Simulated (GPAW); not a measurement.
Runs of GPAW 26.7.0 on CdSe. Symmetry: F-43m, No. 216, cubic system. The conventional cell has a = 6.141 Å, b = 6.141 Å, c = 6.141 Å, α = 90.00°, β = 90.00°, γ = 90.00°. Cd (site symmetry -43m) has 4 Se at 2.66 Å as nearest neighbours. Se (site symmetry -43m) has 4 Cd at 2.66 Å as nearest neighbours. Measurements of this composition are mostly on another form, of space group No. 186.

```tsv
task	level	potentials or basis	cell	k mesh	cutoff (eV)	maxiter	optimizer	fmax	max steps	convergence	mesh quality	gap on the mesh (eV)	pressure (GPa)	relaxed volume (Å³/atom)
relaxation of cell and atoms	revPBE	the program's PAW data sets (release 1.2.1) made for this functional, pw	relaxed	8 × 8 × 8	600	150	FIRE	0.01 eV/Å	60	density=1e-05 forces=0.0001	not flagged	0.56	0.0	30.56
relaxation of cell and atoms	RPBE+D4	the program's PAW data sets (release 1.2.1) made for this functional, pw	relaxed	8 × 8 × 8	600	150	BFGS	0.05 eV/Å	40	density=1e-05 forces=0.0001	not flagged	(a)	0.0	28.43
band structure	LDA	the program's PAW data sets (release 1.2.1) made for this functional, pw	as given	8 × 8 × 8	600	150	-	-	-	-	not flagged	(b)	-3.4	-
relaxation of cell and atoms	PBEsol	PAW data sets generated in the run's folder for this functional, pw	relaxed	8 × 8 × 8	600	150	FIRE	0.01 eV/Å	100	density=1e-05 forces=0.0001	not flagged	0.48	0.1	27.99
band structure	BLYP	PAW data sets generated in the run's folder for this functional, pw	as given	8 × 8 × 8	600	150	-	-	-	-	not flagged	(c)	3.8	-
single point	PBE0-1/3	GPAW PAW data sets (gpaw-data 1.2.1), pw	as given	3 × 3 × 3	450	60	-	-	-	-	coarse	2.78	-	-
band structure	RPBE	the program's PAW data sets (release 1.2.1) made for this functional, pw	as given	8 × 8 × 8	600	150	-	-	-	-	not flagged	0.72	(d)	-
```

Alike in all rows: no spin polarisation; smearing fermi-dirac 0.05 eV.

Question: Estimate the missing entries.

Answer: (a) 0.76; (b) 0.27; (c) 0.47; (d) 3.0.

Caveats: some runs use coarse meshes; later steps reuse the first step's grids (some runs); exact exchange converges slowly with the k mesh, and this mesh is small (some runs); the PAW data sets were made with another functional, which shifts forces and pressure a little (some runs).

A k mesh can miss the band edges, and the runs leave out spin-orbit coupling on Cd, Se.

Runs at the PBE level aren't shown here.
